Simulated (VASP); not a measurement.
# Sb in VASP: a series of runs

Runs on Sb. Level: PBEsol. Tasks: single point.

All numbers are computed with VASP 6.6.1; they aren't measurements. Logs are shortened: lines on timing, memory, paths and dates and some standing lists are left out, and cuts for length are marked.

**1. Starting point**

The cell holds a slab with vacuum, 1 atom: a = 3.355 Å, b = 3.355 Å, c = 18.000 Å, α = 90.00°, β = 90.00°, γ = 120.00°.

The slab is cut from a database's or a generator's crystal, which needn't be the stable form of the element.

**2. Single point, PBEsol**

Input file INCAR:

```
PREC = Accurate ; ENCUT = 500
EDIFF = 1E-7 ; ISMEAR = 1
SIGMA = 0.1 ; LREAL = F
LASPH = T ; NELM = 120
ALGO = Normal ; ISIF = 2
LWAVE = F ; LCHARG = F
LDIPOL = T ; IDIPOL = 3
DIPOL = 0.5 0.5 0.500 ; GGA = PS
NBANDS = 12 ; LVHAR = T
LVACPOTAV = T
```

Input file KPOINTS:

```
Automatic mesh
0
Gamma
  17 17 1
```

Input file POSCAR:

```
Sb
1.0
    3.3545324200      0.0000000000      0.0000000000
   -1.6772662100      2.9051102900      0.0000000000
    0.0000000000      0.0000000000     18.0000000000
Sb
1
Direct
    0.6666666667      0.3333333333      0.5000000000
```

Potentials or basis: VASP PAW PBE potentials, release 64 (Sb).

Run with:

```
$ cat potpaw_PBE.64/Sb/POTCAR > POTCAR
$ mpirun -np 1 vasp_std > vasp.out
```

OUTCAR:

```text
PREC = Accurate
   ENCUT = 500
   EDIFF = 1E-7
   ISMEAR = 1
   LREAL = F
   LASPH = T
   NELM = 120
   ISIF = 2
   GGA = PS

 Found     33 irreducible k-points:

 Following reciprocal coordinates:
            Coordinates               Weight
  0.000000  0.000000  0.000000      1.000000
  0.058824  0.000000  0.000000      6.000000
  0.117647  0.000000  0.000000      6.000000
  0.176471 -0.000000  0.000000      6.000000
  0.235294  0.000000  0.000000      6.000000
  0.294118  0.000000  0.000000      6.000000
   k-points           NKPTS =     33   k-points in BZ     NKDIM =     33   number of bands    NBANDS=     12
   number of dos      NEDOS =    301   number of ions     NIONS =      1
   total plane-waves  NPLWV =  80640
   dimension x,y,z NGX =    24 NGY =   24 NGZ =  140
   dimension x,y,z NGXF=    48 NGYF=   48 NGZF=  280
   ions per type =               1
   NGX,Y,Z   is equivalent  to a cutoff of  11.89, 11.89, 12.93 a.u.
   NGXF,Y,Z  is equivalent  to a cutoff of  23.79, 23.79, 25.86 a.u.
 SYSTEM =  unknown system
   PREC   = accura    normal or accurate (medium, high low for compatibility)
   ISTART =      0    job   : 0-new  1-cont  2-samecut
   ICHARG =      2    charge: 1-file 2-atom 10-const
   ISPIN  =      1    spin polarized calculation?
   LNONCOLLINEAR =      F non collinear calculations
   LSORBIT =      F    spin-orbit coupling
   LASPH  =      T    aspherical Exc in radial PAW
   ENCUT  =  500.0 eV  36.75 Ry    6.06 a.u.   6.12  6.12 32.82*2*pi/ulx,y,z
   NELM   =    120;   NELMIN=  2; NELMDL= -5     # of ELM steps
   EDIFF  = 0.1E-06   stopping-criterion for ELM
   LREAL  =      F    real-space projection
   EDIFFG = 0.1E-05   stopping-criterion for IOM
   NSW    =      0    number of steps for IOM
   IBRION =     -1    ionic relax: 0-MD 1-quasi-New 2-CG
   NFREE  =      0    steps in history (QN), initial steepest desc. (CG)
   ISIF   =      2    stress and relaxation
   ISYM   =      2    0-nonsym 1-usesym 2-fastsym
   POTIM  = 0.5000    time-step for ionic-motion
   TEBEG  =    0.0;   TEEND  =   0.0 temperature during run
   PSTRESS=    0.0 pullay stress
   NELECT =       5.0000    total number of electrons
   NUPDOWN=      -1.0000    fix difference up-down
   EMIN   =  10.00;   EMAX   =-10.00  energy-range for DOS
   EFERMI =   0.00;   METHOD = LEGACY
   ISMEAR =     1;   SIGMA  =   0.10  broadening in eV -4-tet -1-fermi 0-gaus
   EFERMI_NEDOS =   21; number of points for ismear=-14 and -15
   IALGO  =     38    algorithm
   IMIX   =      4    mixing-type and parameters
     AMIX     =   0.40;   BMIX     =  1.00
     AMIX_MAG =   1.60;   BMIX_MAG =  1.00
  volume/ion in A,a.u.               =     175.42      1183.76
  Fermi-wavevector in a.u.,A,eV,Ry     =   0.500083  0.945021  3.402592  0.250083
  Thomas-Fermi vector in A             =   1.507909
   LORBIT       =      0    0 simple, 1 ext, 2 COOP (PROOUT), +10 PAW based schemes
   GGA     = PS    functional components
   LHFCALC =     F    Hartree Fock is set to
   AEXX    =    0.0000 exact exchange contribution
   IVDW    =     0    specifies the selected vdW correction
   LEPSILON=     F    determine dielectric tensor
   LRPA    =     F    only Hartree local field effects (RPA)
 non-spin polarized calculation
 Methfessel and Paxton  Order N= 1 SIGMA  =   0.10
  energy-cutoff  :      500.00
  volume of cell :      175.42
 maximum number of plane-waves:      4494
   NGX = 13   NGY = 13   NGZ = 65

 number of electron       4.9999999 magnetization

 dipolmoment           0.000000      0.000000     -0.000000 electrons x Angstroem

 Free energy of the ion-electron system (eV)
  ---------------------------------------------------
  ext. energy  EPLUGINS =         0.00000000
  ---------------------------------------------------
  free energy    TOTEN  =        -3.58807927 eV

  energy without entropy =       -3.58817153  energy(sigma->0) =       -3.58811002

 E-fermi :  -2.7834     XC(G=0):  -2.4509

 val. band max:       -2.8675863917   @ k =   0.4118   0.1765   0.0000
 cond. band min:      -2.7782892497   @ k =   0.3529   0.1765   0.0000
 fundamental gap:      0.0892971421
 Fermi energy:        -2.7834069103

 k-point     1 :       0.0000    0.0000    0.0000
  band No.  band energies     occupation
      1     -13.5459      2.00000
      2      -5.1203      2.00000
      3       0.7647      0.00000
      4       1.8837      0.00000
      5       2.2258      0.00000
      6       2.4004      0.00000
      7       2.4004      0.00000
      8       3.7218      0.00000
      9       3.9065      0.00000
     10       6.5809      0.00000
     11       6.7788      0.00000
     12       7.8647      0.00000

 k-point     2 :       0.0588    0.0000    0.0000
  band No.  band energies     occupation
      1     -13.4872      2.00000
      2      -5.0621      2.00000
      3       0.8250      0.00000
      4       1.8692      0.00000
      5       1.9439      0.00000
      6       2.2479      0.00000
      7       2.2873      0.00000
      8       3.7809      0.00000
      9       3.9680      0.00000
     10       6.6338      0.00000
     11       6.8609      0.00000
     12       7.3249      0.00000

 k-point     3 :       0.1176    0.0000    0.0000
  band No.  band energies     occupation
      1     -13.3121      2.00000
      2      -4.8890      2.00000
      3       0.6493      0.00000
      4       1.0073      0.00000
      5       1.8602      0.00000
      6       2.1239      0.00000
      7       2.4714      0.00000
      8       3.9567      0.00000
      9       4.1506      0.00000
     10       6.4384      0.00000
     11       6.7796      0.00000
     12       7.1019      0.00000

 k-point     4 :       0.1765   -0.0000    0.0000
  band No.  band energies     occupation
      1     -13.0229      2.00000
      2      -4.6055      2.00000
      3      -0.8026     -0.00000
      4       1.3086      0.00000
      5       1.3670      0.00000
      6       2.4207      0.00000
      7       2.7784      0.00000
      8       4.2413      0.00000
      9       4.4534      0.00000
     10       5.7376      0.00000
     11       6.8870      0.00000
     12       7.4075      0.00000

 k-point     5 :       0.2353    0.0000    0.0000
  band No.  band energies     occupation
      1     -12.6252      2.00000
      2      -4.2208      2.00000
      3      -2.2820     -0.00000
      4       0.8680      0.00000
      5       1.7313      0.00000
      6       2.8246      0.00000
      7       3.2082      0.00000
      8       4.5946      0.00000
      9       4.8709      0.00000
     10       5.1750      0.00000
     11       6.2162      0.00000
     12       7.7674      0.00000

 k-point     6 :       0.2941    0.0000    0.0000
  band No.  band energies     occupation
      1     -12.1311      2.00000
      2      -3.7525      2.00000
      3      -3.6917      2.00000
      4       0.4233      0.00000
      5       2.2748      0.00000
      6       3.2819      0.00000
      7       3.7607      0.00000
      8       4.6307      0.00000
      9       4.7160      0.00000
     10       5.4301      0.00000
     11       5.6176      0.00000
     12       8.2021      0.00000

 [... further k-points ...]
[... 5 lines left out ...]
  --------------------------------------------------------------------------------------
  -------------------------------------------------------------------------------------
  Total       -2.4571093     -2.4571093     -0.0006872     -0.0000000      0.0000000      0.0000000
  in kB      -22.4423293    -22.4423293     -0.0062768     -0.0000000      0.0000000      0.0000000
  external PRESSURE =     -14.9636451 kB  Pullay stress =       0.0000000 kB

 VOLUME and BASIS-vectors are now :
 -----------------------------------------------------------------------------
  energy-cutoff  :      500.00
  volume of cell :      175.42
      direct lattice vectors                 reciprocal lattice vectors
     3.354532420  0.000000000  0.000000000     0.298104139  0.172110505  0.000000000
    -1.677266210  2.905110290  0.000000000     0.000000000  0.344221011  0.000000000
     0.000000000  0.000000000 18.000000000     0.000000000  0.000000000  0.055555556

 POSITION                                       TOTAL-FORCE (eV/Angst)
 -----------------------------------------------------------------------------------
      1.67727      0.96837      9.00000        -0.000000      0.000000      0.000000
 -----------------------------------------------------------------------------------
    total drift:                               -0.000000      0.000000     -0.000000

  FREE ENERGIE OF THE ION-ELECTRON SYSTEM (eV)
  ---------------------------------------------------
  free  energy   TOTEN  =        -3.5880792718 eV

  energy  without entropy=       -3.5881715302  energy(sigma->0) =       -3.58811002

 vacuum level on the upper side and lower side of the slab         2.009         2.009
```

OSZICAR:

```text
N       E                     dE             d eps       ncg     rms          rms(c)
DAV:   1     0.199883205757E+02    0.19988E+02   -0.12175E+03   792   0.227E+02
DAV:   2    -0.238796015401E+01   -0.22376E+02   -0.20329E+02  1148   0.459E+01
DAV:   3    -0.357360111798E+01   -0.11856E+01   -0.11702E+01  1000   0.128E+01
[... 12 lines left out ...]
DAV:  16    -0.358807739461E+01   -0.57305E-05   -0.36256E-07   856   0.109E-03    0.370E-04
DAV:  17    -0.358807876384E+01   -0.13692E-05   -0.43906E-08   836   0.421E-04    0.763E-05
DAV:  18    -0.358807913133E+01   -0.36749E-06   -0.98290E-09   844   0.197E-04    0.126E-04
DAV:  19    -0.358807926278E+01   -0.13145E-06   -0.41505E-09   804   0.117E-04    0.270E-05
DAV:  20    -0.358807927179E+01   -0.90036E-08   -0.84192E-11   904   0.229E-05
   1 F= -.35880793E+01 E0= -.35881100E+01  d E =0.922585E-04
```

Wall time 28 s (1 thread of Intel Xeon 6975P-C (Granite Rapids), shared host); peak memory 0.25 GiB.

These settings aren't checked as converged: the numbers below hold their error.

Results:

```yaml
Free_energy: -3.5881 eV
Band_gap_on_the_k_mesh: none (metal or under the smearing width)
Work_function_of_the_upper_face: 4.79 eV
Work_function_of_the_lower_face: 4.79 eV
```

Caveat: the PAW data sets were made with another functional, which shifts forces and pressure a little.

**3. Single point, PBEsol**

This run uses another cell than the first one, of 116.94 Å³/atom, 0.667 times its volume.

Edit INCAR of step 2 so:

```diff
@@ -1,2 +1,2 @@
-PREC = Accurate ; ENCUT = 500
+PREC = Accurate ; ENCUT = 350
 EDIFF = 1E-7 ; ISMEAR = 1
```

Input file KPOINTS:

```
Automatic mesh
0
Gamma
  7 7 1
```

Edit POSCAR of step 2 so:

```diff
@@ -4,3 +4,3 @@
    -1.6772662100      2.9051102900      0.0000000000
-    0.0000000000      0.0000000000     18.0000000000
+    0.0000000000      0.0000000000     12.0000000000
 Sb
```

Potentials or basis: VASP PAW PBE potentials, release 64 (Sb).

Run with:

```
$ cat potpaw_PBE.64/Sb/POTCAR > POTCAR
$ mpirun -np 1 vasp_std > vasp.out
```

Wall time 4.6 s (1 thread of Intel Xeon 6975P-C (Granite Rapids), shared host); peak memory 0.15 GiB.

The run converged, but some of its settings lie outside the range that counts as converged, so its numbers aren't taken as properties of the slab.

What came out:

* Free energy: -3.6043 eV
* Band gap on the k mesh: none (metal or under the smearing width)
* Work function of the upper face: 4.87 eV
* Work function of the lower face: 4.87 eV

Caveat: the PAW data sets were made with another functional, which shifts forces and pressure a little.

**4. Single point, PBEsol**

This run uses another cell than the first one, of 58.47 Å³/atom, 0.333 times its volume.

Edit INCAR of step 3 so:

```diff
@@ -1,2 +1,2 @@
-PREC = Accurate ; ENCUT = 350
+PREC = Accurate ; ENCUT = 400
 EDIFF = 1E-7 ; ISMEAR = 1
```

Input file KPOINTS:

```
Automatic mesh
0
Gamma
  11 11 1
```

Edit POSCAR of step 3 so:

```diff
@@ -4,3 +4,3 @@
    -1.6772662100      2.9051102900      0.0000000000
-    0.0000000000      0.0000000000     12.0000000000
+    0.0000000000      0.0000000000      6.0000000000
 Sb
```

Run with:

```
$ cat potpaw_PBE.64/Sb/POTCAR > POTCAR
$ mpirun -np 1 vasp_std > vasp.out
```

Run time: 3.4 s. Hardware: 1 thread of Intel Xeon 6975P-C (Granite Rapids), shared host; peak memory 0.15 GiB.

The run converged, but some of its settings lie outside the range that counts as converged, so its numbers aren't taken as properties of the slab.

What came out:

* Free energy: -3.4256 eV
* Band gap on the k mesh: none (metal or under the smearing width)

Caveat: the PAW data sets were made with another functional, which shifts forces and pressure a little.

**5. Single point, PBEsol**

This run uses another cell than the first one, of 77.96 Å³/atom, 0.444 times its volume.

INCAR is that of step 4.

KPOINTS is that of step 4.

Edit POSCAR of step 4 so:

```diff
@@ -4,3 +4,3 @@
    -1.6772662100      2.9051102900      0.0000000000
-    0.0000000000      0.0000000000      6.0000000000
+    0.0000000000      0.0000000000      8.0000000000
 Sb
```

Run with:

```
$ cat potpaw_PBE.64/Sb/POTCAR > POTCAR
$ mpirun -np 1 vasp_std > vasp.out
```

It took 5 s on 1 thread of Intel Xeon 6975P-C (Granite Rapids), shared host; peak memory 0.16 GiB.

These settings aren't checked as converged: the numbers below hold their error.

Results:

* Free energy: -3.5613 eV
* Band gap on the k mesh: none (metal or under the smearing width)
* Work function of the upper face: 4.69 eV
* Work function of the lower face: 4.69 eV

Caveat: the PAW data sets were made with another functional, which shifts forces and pressure a little.

(Continued in part 2 of 2.)
